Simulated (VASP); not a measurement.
# Os (P6_3/mmc) in VASP: notebook, part 2 of 2

VASP 6.6.1.

### 4 Single point, PBE

The input, INCAR:

```
PREC = Accurate
ENCUT = 520
EDIFF = 1E-6
ISMEAR = 0
SIGMA = 0.012
LREAL = False
LASPH = True
NELM = 80
ALGO = Fast
ISIF = 2
LWAVE = False
LCHARG = False
GGA = PE
NBANDS = 15
```

The input, KPOINTS:

```
Automatic mesh
0
Gamma
  11 11 6
```

The input, POSCAR:

```
Os
1.0
    2.7341000000      0.0000000000      0.0000000000
   -1.3670500000      2.3678000565      0.0000000000
    0.0000000000      0.0000000000      4.3197000000
Os
2
Direct
    0.6666666667      0.3333333333      0.7500000000
    0.3333333333      0.6666666667      0.2500000000
```

The run is started by

```bash
$ cat potpaw_PBE.64/Os/POTCAR > POTCAR
$ mpirun -np 1 vasp_std > vasp.out
```

It took 16 s on 1 thread of AMD EPYC 9R45 (Zen 5), shared host; peak memory 0.11 GiB.

The run converged. Its results:

| Quantity | Value |
| --- | --- |
| Free energy | -22.4679 eV |
| Pressure | 8.7 GPa |
| Band gap on the k mesh | none (metal or under the smearing width) |

Stress tensor (GPa, compression positive):
```
8.65 0.00 0.00
0.00 8.65 0.00
0.00 0.00 8.94
```

Levels at points of the mesh, in eV from the Fermi level:
| k point | band 6 | band 7 | band 8 | band 9 | band 10 | band 11 |
| --- | --- | --- | --- | --- | --- | --- |
| (0.00, 0.00, 0.00) | -2.14 | -2.14 | -1.50 | -1.50 | 0.09 | 1.75 |
| (0.00, 0.00, 0.50) | -3.18 | -3.18 | -3.18 | 0.96 | 0.96 | 0.96 |

Spin-orbit coupling is left out, which matters for the levels of Os.

### 5 Relaxation of cell and atoms, r2SCAN

The input, INCAR:

```
PREC = Accurate
ENCUT = 600
EDIFF = 1E-7
ISMEAR = -1
SIGMA = 0.05
LREAL = F
LASPH = T
NELM = 100
ALGO = Normal
ISIF = 3
LWAVE = F
LCHARG = F
METAGGA = R2SCAN
LMIXTAU = T
IBRION = 2
NSW = 60
EDIFFG = -0.02
```

KPOINTS is that of step 4.

POSCAR is that of step 4.

Potentials or basis: VASP PAW PBE potentials, release 64 (Os).

The run is started by

```bash
$ cat potpaw_PBE.64/Os/POTCAR > POTCAR
$ mpirun -np 1 vasp_std > vasp.out
```

OUTCAR:

```text
PREC = Accurate
   ENCUT = 600
   EDIFF = 1E-7
   ISMEAR = -1
   LREAL = F
   LASPH = T
   NELM = 100
   ISIF = 3
   METAGGA = R2SCAN
   IBRION = 2
   NSW = 60
   EDIFFG = -0.02

 ion  position               nearest neighbor table
   1  0.667  0.333  0.750-   2 2.68   2 2.68   2 2.68   2 2.68   2 2.68   2 2.68
   2  0.333  0.667  0.250-   1 2.68   1 2.68   1 2.68   1 2.68   1 2.68   1 2.68

  LATTYP: Found a hexagonal cell.
 ALAT       =     2.7341000000
 C/A-ratio  =     1.5799348963

  Lattice vectors:

 A1 = (   2.7341000000,   0.0000000000,   0.0000000000)
 A2 = (  -1.3670500000,   2.3678000565,   0.0000000000)
 A3 = (   0.0000000000,   0.0000000000,   4.3197000000)

Analysis of symmetry for initial positions (statically):
=====================================================================
 Subroutine PRICEL returns:
 Original cell was already a primitive cell.

 Routine SETGRP: Setting up the symmetry group for a
 hexagonal supercell.

 Subroutine GETGRP returns: Found 24 space group operations
 (whereof 12 operations were pure point group operations)
 out of a pool of 24 trial point group operations.

The static configuration has the point symmetry D_3d.
 The point group associated with its full space group is D_6h.

Analysis of symmetry for dynamics (positions and initial velocities):
=====================================================================
 Subroutine PRICEL returns:
 Original cell was already a primitive cell.

 Routine SETGRP: Setting up the symmetry group for a
 hexagonal supercell.

 Subroutine GETGRP returns: Found 24 space group operations
 (whereof 12 operations were pure point group operations)
 out of a pool of 24 trial point group operations.

The dynamic configuration has the point symmetry D_3d.
 The point group associated with its full space group is D_6h.

 Subroutine INISYM returns: Found 24 space group operations
 (whereof 12 operations are pure point group operations),
 and found     1 'primitive' translations

----------------------------------------------------------------------------------------
[... 165 lines left out ...]
  ext. energy  EPLUGINS =         0.00000000
  ---------------------------------------------------
  free energy    TOTEN  =      -105.99658078 eV

  energy without entropy =     -105.98411850  energy(sigma->0) =     -105.99034964

------------------------ aborting loop because EDIFF is reached ----------------------------------------

  FORCE on cell =-STRESS in cart. coord.  units (eV):
  Direction    XX          YY          ZZ          XY          YZ          ZX
  --------------------------------------------------------------------------------------
  -------------------------------------------------------------------------------------
  Total        0.4225041      0.4225041      0.3209716      0.0000000     -0.0000000      0.0000000
  in kB       24.2063032     24.2063032     18.3892545      0.0000000     -0.0000000      0.0000000
  external PRESSURE =      22.2672870 kB  Pullay stress =       0.0000000 kB
[... 131 lines left out ...]
--------------------------------------- Ionic step        5  -------------------------------------------

 number of electron      16.0000001 magnetization

 Free energy of the ion-electron system (eV)
  ---------------------------------------------------
  ext. energy  EPLUGINS =         0.00000000
  ---------------------------------------------------
  free energy    TOTEN  =      -105.99758180 eV

  energy without entropy =     -105.98500159  energy(sigma->0) =     -105.99129170

 E-fermi :   9.1414     XC(G=0): -15.3594

 val. band max:        9.1135133351   @ k =   0.0909   0.0000   0.3333
 cond. band min:       9.1960089389   @ k =   0.3636   0.0909   0.3333
 fundamental gap:      0.0824956038
 Fermi energy:         9.1413592890

 k-point     1 :       0.0000    0.0000    0.0000
  band No.  band energies     occupation
      1      -2.1990      2.00000
      2       1.1028      2.00000
      3       6.0432      2.00000
      4       6.0432      2.00000
      5       6.3198      2.00000
      6       6.9077      2.00000
      7       6.9077      2.00000
      8       7.5503      2.00000
      9       7.5503      2.00000
     10       9.2124      0.38908
     11      10.9308      0.00000
     12      10.9308      0.00000
[... 571 lines left out ...]
 k-point    40 :       0.1818    0.0909    0.3333
  band No.  band energies     occupation
      1       0.8936      2.00000
      2       2.8597      2.00000
      3       3.6666      2.00000
      4       4.6616      2.00000
      5       5.3125      2.00000
      6       6.3566      2.00000
      7       6.7619      2.00000
      8       7.7654      2.00000
      9       9.2936      0.09081
     10       9.6568      0.00007
     11      10.8891      0.00000
     12      12.8552      0.00000

 [... further k-points ...]

------------------------ aborting loop because EDIFF is reached ----------------------------------------

  FORCE on cell =-STRESS in cart. coord.  units (eV):
  Direction    XX          YY          ZZ          XY          YZ          ZX
  --------------------------------------------------------------------------------------
  -------------------------------------------------------------------------------------
  Total        0.0000066      0.0000066      0.0008186     -0.0000000     -0.0000000      0.0000000
  in kB        0.0003757      0.0003757      0.0466596     -0.0000000     -0.0000000      0.0000000
  external PRESSURE =       0.0158037 kB  Pullay stress =       0.0000000 kB
[... 17 lines left out ...]
  FREE ENERGIE OF THE ION-ELECTRON SYSTEM (eV)
  ---------------------------------------------------
  free  energy   TOTEN  =      -105.9975818010 eV

  energy  without entropy=     -105.9850015916  energy(sigma->0) =     -105.99129170

 reached required accuracy - stopping structural energy minimisation
```

CONTCAR:

```text
Os
   1.00000000000000
     2.7398863629585599    0.0000000000000000   -0.0000000000000000
    -1.3699431814792800    2.3728111938177125   -0.0000000000000000
     0.0000000000000000    0.0000000000000000    4.3234491507761499
  Os
     2
Direct
     0.6666666667000030    0.3333333332999970    0.7500000000000000
     0.3333333332999970    0.6666666667000030    0.2500000000000000

  0.00000000E+00  0.00000000E+00  0.00000000E+00
  0.00000000E+00  0.00000000E+00  0.00000000E+00
```

Run time: 5.5 min. Hardware: 1 thread of AMD EPYC 9R45 (Zen 5), shared host; peak memory 0.15 GiB.

What came out:

```yaml
Free_energy: -105.9976 eV
Relaxed_volume: 14.05 Å³/atom
Relaxed_cell: a = 2.740 Å, b = 2.740 Å, c = 4.323 Å, α = 90.00°, β = 90.00°, γ = 120.00°
Space_group_after_relaxing_to_0.05_Å: P6_3/mmc (No. 194)
Energy_gained_by_relaxing: 0.5 meV/atom
Ionic_steps: 5
Pressure_after_relaxing: 0.0 GPa
Band_gap_on_the_k_mesh: none (metal or under the smearing width)
```

Step by step:
| step | energy change (eV) | largest force (eV/Å) | pressure (GPa) | volume (Å³) |
| --- | --- | --- | --- | --- |
| 1 | 0.0000 | 0.0000 | 2.23 | 27.96 |
| 2 | 0.0187 | 0.0000 | -9.41 | 28.76 |
| 3 | -0.0010 | 0.0000 | -0.03 | 28.11 |
| 4 | -0.0010 | 0.0000 | 0.03 | 28.11 |
| 5 | -0.0010 | 0.0000 | 0.00 | 28.11 |

Final structure:
```
CELL_PARAMETERS angstrom
2.73989 0.00000 0.00000
-1.36994 2.37281 0.00000
0.00000 0.00000 4.32345
ATOMIC_POSITIONS crystal
Os 0.66667 0.33333 0.75000
Os 0.33333 0.66667 0.25000
```

Levels at points of the mesh, in eV from the Fermi level:
```
           k point  band 6  band 7  band 8  band 9  band 10  band 11
(0.00, 0.00, 0.00)   -2.23   -2.23   -1.59   -1.59     0.07     1.79
(0.00, 0.00, 0.50)   -3.31   -3.31   -3.31    0.96     0.96     0.96
```

Caveat: the PAW data sets were made with another functional, which shifts forces and pressure a little. Spin-orbit coupling is left out, which matters for the levels of Os.

### 6 Single point, PBE

The input, INCAR:

```
SYSTEM = Os
PREC = Accurate
ENCUT = 520
EDIFF = 1E-6
ISMEAR = 0
SIGMA = 0.02
LREAL = .False.
LASPH = .True.
NELM = 80
ALGO = Normal
ISIF = 2
LWAVE = .False.
LCHARG = .False.
GGA = PE
```

The input, KPOINTS:

```
regular mesh
0
Gamma
  11 11 6
  0 0 0
```

POSCAR is that of step 5.

Potentials or basis: VASP PAW PBE potentials, release 64 (Os).

The run is started by

```bash
$ cat potpaw_PBE.64/Os/POTCAR > POTCAR
$ mpirun -np 1 vasp_std > vasp.out
```

Run time: 9.9 s. Hardware: 1 thread of AMD EPYC 9R45 (Zen 5), shared host; peak memory 0.11 GiB.

The run converged. Its results:

- Free energy: -22.4680 eV
- Pressure: 8.8 GPa
- Band gap on the k mesh: none (metal or under the smearing width)

Stress tensor (GPa, compression positive):
```
8.70 0.00 0.00
0.00 8.70 0.00
0.00 0.00 8.99
```

Levels at points of the mesh, in eV from the Fermi level:
| k point | band 6 | band 7 | band 8 | band 9 | band 10 | band 11 |
| --- | --- | --- | --- | --- | --- | --- |
| (0.00, 0.00, 0.00) | -2.15 | -2.15 | -1.50 | -1.50 | 0.09 | 1.75 |
| (0.00, 0.00, 0.50) | -3.19 | -3.19 | -3.19 | 0.96 | 0.96 | 0.96 |

### 7 The runs side by side

| task | level | cell | cutoff (eV) | smearing | gap on the mesh (eV) | pressure (GPa) |
| --- | --- | --- | --- | --- | --- | --- |
| single point | PBE | as given | 520 | gaussian 0.016 eV | none | 8.8 |
| single point | PBE | as given | 520 | gaussian 0.013 eV | none | 8.8 |
| single point | PBE | as given | 520 | gaussian 0.012 eV | none | 8.7 |
| relaxation of cell and atoms | r2SCAN | relaxed | 600 | fermi-dirac 0.05 eV | none | 0.0 |
| single point | PBE | as given | 520 | gaussian 0.02 eV | none | 8.8 |

Alike in all rows: potentials or basis VASP PAW PBE potentials, release 64 (Os); no spin polarisation; k mesh 11 × 11 × 6.

Every run on the cell as given and a fine mesh finds a metal.

Caveats: the PAW data sets were made with another functional, which shifts forces and pressure a little (some runs).

Absolute energies hang on the potentials; compare differences alone.
